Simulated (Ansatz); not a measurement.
**Mg2Ge: all-electron results**

```yaml
crystal:
  lattice:
    - [0.00000, 3.18900, 3.18900]
    - [3.18900, 0.00000, 3.18900]
    - [3.18900, 3.18900, 0.00000]
  atoms:
    - { symbol: Mg, position: [0.25000, 0.25000, 0.25000] }
    - { symbol: Mg, position: [0.75000, 0.75000, 0.75000] }
    - { symbol: Ge, position: [0.00000, 0.00000, 0.00000] }
```

Atom numbers follow the list: Mg1, Mg2, Ge3.

The cell is COD entry 9009014, as deposited and not checked against the literature; nothing was relaxed. It is an old determination, and later ones may differ.

All numbers are computed: DFT, PBE, all-electron LAPW, scalar-relativistic (Ansatz 0.2.0); DFT, PBE, PAW with Ansatz's default frozen-core files, scalar-relativistic (Ansatz 0.2.0).

For LAPW: a Γ-centred 10×10×10 k mesh, Fermi–Dirac smearing of 0.05 eV, basis error target 0.5 meV/atom, no spin polarisation. PAW takes a cutoff of 420 eV at this cell. The Ansatz runs share mesh, smearing and spin set-up. Values come from LAPW unless marked.

| Quantity | Value |
| --- | --- |
| Smallest direct gap on the path | 1.06 eV |
| Bader charges (from the PAW run) | Mg1 +1.47, Ge3 -2.94 e |
| Volume per atom | 21.62 Å³ |

**Question.** Predict this quantity. Löwdin charges (with 0.33 e of the cell spilling out of the atomic basis, so their sizes and signs hang on that basis).

**Answer.** Mg1 1.32, Ge3 -2.31 e.

**Question.** Predict this quantity. Pressure at this cell.

**Answer.** 1.05 GPa.

**Question.** Band gap: what does the calculation give?

**Answer.** 0.15 eV, indirect from Γ to X (0.5, 0, 0.5) (so small a gap may close at points that the mesh and path miss).
